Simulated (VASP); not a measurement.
# PtSe2 in VASP: further runs

The runs below take PtSe2 through phonons, band structure, with PBE, HSE06.

All numbers are computed with VASP 6.6.1; they aren't measurements. Logs are shortened: lines on timing, memory, paths and dates and some standing lists are left out, and cuts for length are marked.

### 1 Starting point

The cell holds a slab with vacuum, 3 atoms: a = 3.748 Å, b = 3.748 Å, c = 20.531 Å, α = 90.00°, β = 90.00°, γ = 120.00°.

### 2 Phonons, PBE

POSCAR reads:

```
PtSe2
1.0
    3.7476830621      0.0000000000      0.0000000000
   -1.8738415311      3.2455887334      0.0000000000
    0.0000000000      0.0000000000     20.5310000000
  Se              Pt
     2     1
Direct
     0.6666666699999979    0.3333333300000021    0.4362913185001176
     0.3333333300000021    0.6666666699999979    0.5637086814998824
     0.0000000000000000    0.0000000000000000    0.5000000000000000
```

INCAR.step1 reads:

```
SYSTEM = PtSe2
ALGO = Normal
EDIFF = 1E-8
EDIFFG = -0.002
ENCUT = 600
GGA = PE
IBRION = 2
ISIF = 2
ISMEAR = 0
LASPH = .TRUE.
LATTICE_CONSTRAINTS = .TRUE. .TRUE. .FALSE.
LCHARG = .FALSE.
LREAL = .FALSE.
LWAVE = .FALSE.
NELM = 80
NSW = 40
PREC = Accurate
SIGMA = 0.03
```

INCAR.step2 reads:

```
SYSTEM = PtSe2
ALGO = Normal
EDIFF = 1E-8
ENCUT = 600
GGA = PE
IBRION = 6
ISIF = 2
ISMEAR = 0
LASPH = .TRUE.
LATTICE_CONSTRAINTS = .TRUE. .TRUE. .FALSE.
LCHARG = .FALSE.
LREAL = .FALSE.
LWAVE = .FALSE.
NELM = 80
NFREE = 2
NSW = 1
POTIM = 0.015
PREC = Accurate
SIGMA = 0.03
```

KPOINTS reads:

```
k-points
0
G
  9 9 1
  0 0 0
```

Potentials or basis: VASP PAW PBE potentials, release 64 (Se, Pt).

Started as:

```bash
cat potpaw_PBE.64/Se/POTCAR potpaw_PBE.64/Pt/POTCAR > POTCAR
cp INCAR.step1 INCAR
mpirun -np 1 vasp_std > vasp.out
cp CONTCAR POSCAR
cp INCAR.step2 INCAR
mpirun -np 1 vasp_std > vasp.out
```

OUTCAR:

```text
SYSTEM = PtSe2
   EDIFF = 1E-8
   ENCUT = 600
   GGA = PE
   IBRION = 6
   ISIF = 2
   ISMEAR = 0
   LASPH = .TRUE.
   LREAL = .FALSE.
   NELM = 80
   NFREE = 2
   NSW = 1
   POTIM = 0.015
   PREC = Accurate

 ion  position               nearest neighbor table
   1  0.667  0.333  0.436-   3 2.53   3 2.53   3 2.53
   2  0.333  0.667  0.564-   3 2.53   3 2.53   3 2.53
   3  0.000  0.000  0.500-   1 2.53   2 2.53   2 2.53   1 2.53   1 2.53   2 2.53

  LATTYP: Found a hexagonal cell.
 ALAT       =     3.7476830621
 C/A-ratio  =     5.4783181128

  Lattice vectors:

 A1 = (   3.7476830621,   0.0000000000,   0.0000000000)
 A2 = (  -1.8738415311,   3.2455887334,   0.0000000000)
 A3 = (   0.0000000000,   0.0000000000,  20.5310000000)

Analysis of symmetry for initial positions (statically):
=====================================================================
 Subroutine PRICEL returns:
 Original cell was already a primitive cell.

 Routine SETGRP: Setting up the symmetry group for a
 hexagonal supercell.

 Subroutine GETGRP returns: Found 12 space group operations
 (whereof 12 operations were pure point group operations)
 out of a pool of 24 trial point group operations.

The static configuration has the point symmetry D_3d.

Analysis of symmetry for dynamics (positions and initial velocities):
=====================================================================
 Subroutine PRICEL returns:
 Original cell was already a primitive cell.

 Routine SETGRP: Setting up the symmetry group for a
 hexagonal supercell.

 Subroutine GETGRP returns: Found 12 space group operations
 (whereof 12 operations were pure point group operations)
 out of a pool of 24 trial point group operations.

The dynamic configuration has the point symmetry D_3d.

 Subroutine INISYM returns: Found 12 space group operations
 (whereof 12 operations are pure point group operations),
 and found     1 'primitive' translations

----------------------------------------------------------------------------------------

                                     Primitive cell

  volume of cell :     249.7275

  direct lattice vectors                    reciprocal lattice vectors
     3.747683062  0.000000000  0.000000000     0.266831529  0.154055255  0.000000000
    -1.873841531  3.245588733  0.000000000     0.000000000  0.308110510  0.000000000
     0.000000000  0.000000000 20.531000000     0.000000000  0.000000000  0.048706834

  length of vectors
     3.747683062  3.747683059 20.531000000     0.308110510  0.308110510  0.048706834

  position of ions in fractional coordinates (direct lattice)
     0.666666670  0.333333330  0.436291319
     0.333333330  0.666666670  0.563708681
     0.000000000  0.000000000  0.500000000

  ion indices of the primitive-cell ions
   primitive index   ion index
                 1           1
                 2           2
                 3           3

----------------------------------------------------------------------------------------

 KPOINTS: k-points

Automatic generation of k-mesh.
 Grid dimensions read from file:
 generate k-points for:    9    9    1

 Generating k-lattice:

  Cartesian coordinates                     Fractional coordinates (reciprocal lattice)
     0.029647948  0.017117251  0.000000000     0.111111111  0.000000000  0.000000000
     0.000000000  0.034234501  0.000000000     0.000000000  0.111111111  0.000000000
     0.000000000  0.000000000  0.048706834     0.000000000  0.000000000  1.000000000

  Length of vectors
     0.034234501  0.034234501  0.048706834

  Shift w.r.t. Gamma in fractional coordinates (k-lattice)
     0.000000000  0.000000000  0.000000000

 Subroutine IBZKPT returns following result:
 ===========================================

 Found     12 irreducible k-points:

 Following reciprocal coordinates:
            Coordinates               Weight
  0.000000  0.000000  0.000000      1.000000
  0.111111 -0.000000  0.000000      6.000000
  0.222222 -0.000000  0.000000      6.000000
  0.333333  0.000000  0.000000      6.000000
  0.444444 -0.000000  0.000000      6.000000
  0.111111  0.111111  0.000000      6.000000
  0.222222  0.111111  0.000000     12.000000
  0.333333  0.111111  0.000000     12.000000
  0.444444  0.111111  0.000000      6.000000
  0.222222  0.222222  0.000000      6.000000
  0.333333  0.222222  0.000000     12.000000
  0.333333  0.333333  0.000000      2.000000
   k-points           NKPTS =     12   k-points in BZ     NKDIM =     12   number of bands    NBANDS=     15
   number of dos      NEDOS =    301   number of ions     NIONS =      3
   total plane-waves  NPLWV = 151200
   dimension x,y,z NGX =    30 NGY =   30 NGZ =  168
   dimension x,y,z NGXF=    60 NGYF=   60 NGZF=  336
   ions per type =               2   1
   NGX,Y,Z   is equivalent  to a cutoff of  13.31, 13.31, 13.60 a.u.
   NGXF,Y,Z  is equivalent  to a cutoff of  26.62, 26.62, 27.21 a.u.
 SYSTEM =  PtSe2
   PREC   = accura    normal or accurate (medium, high low for compatibility)
   ISTART =      0    job   : 0-new  1-cont  2-samecut
   ICHARG =      2    charge: 1-file 2-atom 10-const
   ISPIN  =      1    spin polarized calculation?
   LNONCOLLINEAR =      F non collinear calculations
   LSORBIT =      F    spin-orbit coupling
   LASPH  =      T    aspherical Exc in radial PAW
   ENCUT  =  600.0 eV  44.10 Ry    6.64 a.u.   7.49  7.49 41.01*2*pi/ulx,y,z
   NELM   =     80;   NELMIN=  2; NELMDL=  0     # of ELM steps
   EDIFF  = 0.1E-07   stopping-criterion for ELM
   LREAL  =      F    real-space projection
   EDIFFG = 0.1E-06   stopping-criterion for IOM
   NSW    =     73    number of steps for IOM
   IBRION =      6    ionic relax: 0-MD 1-quasi-New 2-CG
   NFREE  =      2    steps in history (QN), initial steepest desc. (CG)
   ISIF   =      2    stress and relaxation
   ISYM   =      2    0-nonsym 1-usesym 2-fastsym
   POTIM  = 0.0150    time-step for ionic-motion
   TEBEG  =    0.0;   TEEND  =   0.0 temperature during run
   PSTRESS=    0.0 pullay stress
   NELECT =      22.0000    total number of electrons
   NUPDOWN=      -1.0000    fix difference up-down
   EMIN   =  10.00;   EMAX   =-10.00  energy-range for DOS
   EFERMI =   0.00;   METHOD = LEGACY
   ISMEAR =     0;   SIGMA  =   0.03  broadening in eV -4-tet -1-fermi 0-gaus
   EFERMI_NEDOS =   21; number of points for ismear=-14 and -15
   IALGO  =     38    algorithm
   IMIX   =      4    mixing-type and parameters
     AMIX     =   0.40;   BMIX     =  1.00
     AMIX_MAG =   1.60;   BMIX_MAG =  1.00
  volume/ion in A,a.u.               =      83.24       561.75
  Fermi-wavevector in a.u.,A,eV,Ry     =   0.728440  1.376551  7.219582  0.530624
  Thomas-Fermi vector in A             =   1.819913
   LORBIT       =      0    0 simple, 1 ext, 2 COOP (PROOUT), +10 PAW based schemes
   GGA     = PE    functional components
   LHFCALC =     F    Hartree Fock is set to
   AEXX    =    0.0000 exact exchange contribution
   IVDW    =     0    specifies the selected vdW correction
   LEPSILON=     F    determine dielectric tensor
   LRPA    =     F    only Hartree local field effects (RPA)
 finite differences with symmetry
 non-spin polarized calculation
 Gauss-broadening in eV      SIGMA  =   0.03
  energy-cutoff  :      600.00
  volume of cell :      249.73
 maximum number of plane-waves:      8387
 NGX is ok and might be reduce to    30
   NGX = 15   NGY = 15   NGZ = 83

--------------------------------------- Ionic step        1  -------------------------------------------

 number of electron      21.9999999 magnetization

 Free energy of the ion-electron system (eV)
  ---------------------------------------------------
  ext. energy  EPLUGINS =         0.00000000
  ---------------------------------------------------
  free energy    TOTEN  =       -14.29602732 eV

  energy without entropy =      -14.29602732  energy(sigma->0) =      -14.29602732

------------------------ aborting loop because EDIFF is reached ----------------------------------------

  FORCE on cell =-STRESS in cart. coord.  units (eV):
  Direction    XX          YY          ZZ          XY          YZ          ZX
  --------------------------------------------------------------------------------------
  -------------------------------------------------------------------------------------
  Total        0.0004520      0.0004520     -0.0012163     -0.0000000     -0.0000000      0.0000000
  in kB        0.0029002      0.0029002     -0.0078036     -0.0000000     -0.0000000      0.0000000
  external PRESSURE =      -0.0006677 kB  Pullay stress =       0.0000000 kB
[... 281 lines left out ...]
  energy  without entropy=      -14.2942345295  energy(sigma->0) =      -14.29423453

--------------------------------------- Ionic step        9  -------------------------------------------

 number of electron      22.0000000 magnetization

 Free energy of the ion-electron system (eV)
  ---------------------------------------------------
  ext. energy  EPLUGINS =         0.00000000
  ---------------------------------------------------
  free energy    TOTEN  =       -14.29423453 eV

  energy without entropy =      -14.29423453  energy(sigma->0) =      -14.29423453

 E-fermi :  -2.8801     XC(G=0):  -3.2389

 val. band max:       -3.0259437952   @ k =   0.0000   0.0000   0.0000
 cond. band min:      -1.6463176872   @ k =   0.2222  -0.0000   0.0000
 fundamental gap:      1.3796261080
 Fermi energy:        -2.8800765368

 k-point     1 :       0.0000    0.0000    0.0000
  band No.  band energies     occupation
      1     -16.9311      2.00000
      2     -15.1610      2.00000
      3      -8.0310      2.00000
      4      -8.0310      2.00000
      5      -7.9872      2.00000
      6      -5.7974      2.00000
      7      -5.7974      2.00000
      8      -4.2146      2.00000
      9      -3.5736      2.00000
     10      -3.0259      2.00000
     11      -3.0259      2.00000
     12      -0.0757      0.00000
     13      -0.0757      0.00000
     14       1.4974      0.00000
     15       2.2635      0.00000
[... 226 lines left out ...]
  FREE ENERGIE OF THE ION-ELECTRON SYSTEM (eV)
  ---------------------------------------------------
  free  energy   TOTEN  =       -14.2942345298 eV

  energy  without entropy=      -14.2942345298  energy(sigma->0) =      -14.29423453

 INTERNAL STRAIN TENSORS FROM DISPLACED ATOMS
 ============================================

 INTERNAL STRAIN TENSOR FOR ION    1 for displacements in x,y,z  (eV/Angst):
          X           Y           Z          XY          YZ          ZX
  --------------------------------------------------------------------------------
  x     0.00000    -0.00000    -0.00000    -5.66425    -0.00000    11.02344
  y    -5.66425     5.66425     0.00000    -0.00000    11.02343    -0.00000
  z    11.71595    11.71595    14.75513    -0.00000    -0.00000     0.00000

 INTERNAL STRAIN TENSOR FOR ION    3 for displacements in x,y,z  (eV/Angst):
          X           Y           Z          XY          YZ          ZX
  --------------------------------------------------------------------------------
  x     0.00000     0.00000     0.00000     0.00000     0.00000     0.00000
  y     0.00000     0.00000     0.00000     0.00000     0.00000     0.00000
  z     0.00000     0.00000     0.00000     0.00000     0.00000     0.00000

 Eigenvectors and eigenvalues of the dynamical matrix
 ----------------------------------------------------

   1 f  =    6.682805 THz    41.989304 2PiTHz  222.914391 cm-1    27.637850 meV
             X         Y         Z           dx          dy          dz
      1.873842  1.081863  8.957497     0.000000   -0.000000   -0.525695
     -0.000000  2.163726 11.573503     0.000000   -0.000000   -0.525695
      0.000000  0.000000 10.265500    -0.000000    0.000000    0.668797

   2 f  =    6.434459 THz    40.428897 2PiTHz  214.630443 cm-1    26.610771 meV
             X         Y         Z           dx          dy          dz
      1.873842  1.081863  8.957497    -0.525566    0.003540   -0.000000
     -0.000000  2.163726 11.573503    -0.525566    0.003540    0.000000
      0.000000  0.000000 10.265500     0.668965   -0.004506    0.000000
[... 19 lines left out ...]
   6 f  =    5.107487 THz    32.091288 2PiTHz  170.367434 cm-1    21.122860 meV
             X         Y         Z           dx          dy          dz
      1.873842  1.081863  8.957497     0.004763    0.707091    0.000000
     -0.000000  2.163726 11.573503    -0.004763   -0.707091   -0.000000
      0.000000  0.000000 10.265500    -0.000000   -0.000000    0.000000

   7 f/i=    0.000513 THz     0.003223 2PiTHz    0.017112 cm-1     0.002122 meV
             X         Y         Z           dx          dy          dz
      1.873842  1.081863  8.957497    -0.000000   -0.000000    0.472911
     -0.000000  2.163726 11.573503    -0.000000   -0.000000    0.472911
      0.000000  0.000000 10.265500    -0.000000   -0.000000    0.743445

   8 f/i=    0.001097 THz     0.006892 2PiTHz    0.036590 cm-1     0.004537 meV
             X         Y         Z           dx          dy          dz
      1.873842  1.081863  8.957497     0.345031   -0.323606   -0.000000
     -0.000000  2.163726 11.573503     0.345031   -0.323606   -0.000000
      0.000000  0.000000 10.265500     0.542141   -0.508476   -0.000000

   9 f/i=    0.001097 THz     0.006892 2PiTHz    0.036590 cm-1     0.004537 meV
             X         Y         Z           dx          dy          dz
      1.873842  1.081863  8.957497    -0.323606   -0.345031   -0.000000
     -0.000000  2.163726 11.573503    -0.323606   -0.345031   -0.000000
      0.000000  0.000000 10.265500    -0.508476   -0.542141   -0.000000

 ELASTIC MODULI CONTR FROM IONIC RELAXATION (kBar)
 Direction    XX          YY          ZZ          XY          YZ          ZX
 --------------------------------------------------------------------------------
 XX        -205.0367   -107.3424   -196.7058      0.0000     95.0634     -0.0000
 YY        -107.3424   -205.0367   -196.7058      0.0000    -95.0634      0.0000
 ZZ        -196.7058   -196.7058   -247.7323      0.0000      0.0000     -0.0000
 XY           0.0000      0.0000      0.0000    -48.8472      0.0000     95.0635
 YZ          95.0634    -95.0634      0.0000      0.0000   -185.0066      0.0000
 ZX          -0.0000      0.0000     -0.0000     95.0635      0.0000   -185.0070
 --------------------------------------------------------------------------------
```

It took 9.1 min on 1 thread of AMD EPYC 9R45 (Zen 5), shared host; peak memory 0.52 GiB.

Results:

```yaml
Highest_phonon_frequency_at_Γ_LO-TO_splitting_left_out: 223 cm⁻¹
```

Phonon frequencies in cm⁻¹ (negative: imaginary):
| q point | frequencies |
| --- | --- |
| (0.000, 0.000, 0.000) | 0 0 0 170 170 197 215 215 223 |

Spin-orbit coupling is left out, which matters for the levels of Pt.

(Part 1 of 2 ends here.)
